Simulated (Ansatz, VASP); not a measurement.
ZnAu in VASP and in Ansatz

The input INCAR:

```
SYSTEM = ZnAu
  PREC = Accurate
  ENCUT = 520
  EDIFF = 1E-6
  ISMEAR = 0
  SIGMA = 0.1
  LREAL = .FALSE.
  LASPH = .TRUE.
  NELM = 80
  ALGO = Normal
  ISIF = 2
  LWAVE = .FALSE.
  LCHARG = .TRUE.
  GGA = PE
  LELF = .TRUE.
  LVHAR = .TRUE.
  NBANDS = 18
```

Contents of KPOINTS:

```
Automatic mesh
0
G
  14 14 14
  0 0 0
```

Contents of POSCAR:

```
ZnAu
1.0
    3.1032881700      0.0000000000      0.0000000000
    0.0000000000      3.1032881700      0.0000000000
    0.0000000000      0.0000000000      3.1032881700
Zn Au
1 1
Direct
    0.5000000000      0.5000000000      0.5000000000
    0.0000000000      0.0000000000      0.0000000000
```

Input for Ansatz:

```yaml
crystal:
  lattice:
    - [3.10328817, 0.0, 0.0]
    - [0.0, 3.10328817, 0.0]
    - [0.0, 0.0, 3.10328817]
  atoms:
    - { symbol: Zn, position: [0.5, 0.5, 0.5] }
    - { symbol: Au, position: [0.0, 0.0, 0.0] }
basis:
  ecutwfc: 420
kpoints:
  mp_grid: { grid: [14, 14, 14] }
hamiltonian:
  xc: pbe
scf:
  occupations: { method: gaussian, width: 0.1 }
output:
  forces: true
  stress: true
  eigenvalues: true
```

Alike in both runs: task single point; functional PBE; k mesh 14 × 14 × 14; occupations gaussian, width 0.1 eV; no spin polarisation.

|  | VASP | Ansatz |
| --- | --- | --- |
| version | VASP 6.6.1 | Ansatz 0.2.0 |
| potentials or method | VASP PAW PBE potentials, release 64 (Zn, Au) | scalar-relativistic, plane waves, PAW |
| plane-wave cutoff (eV) | 520 | 420 |
| valence electrons in the cell | 23 | 31 |

VASP gave:

```
gap on the k mesh at the Fermi level (eV) : none
pressure (GPa)                            : 11.7
```

Problem. Which values does Ansatz return?

Solution. gap on the k mesh at the Fermi level (eV): none; pressure (GPa): 11.5.

A gap of «none» marks a metal or a gap that the smearing closes. The two sets of potentials don't hold the same shells in valence.

Spin-orbit coupling is left out, which matters for the levels of Au.
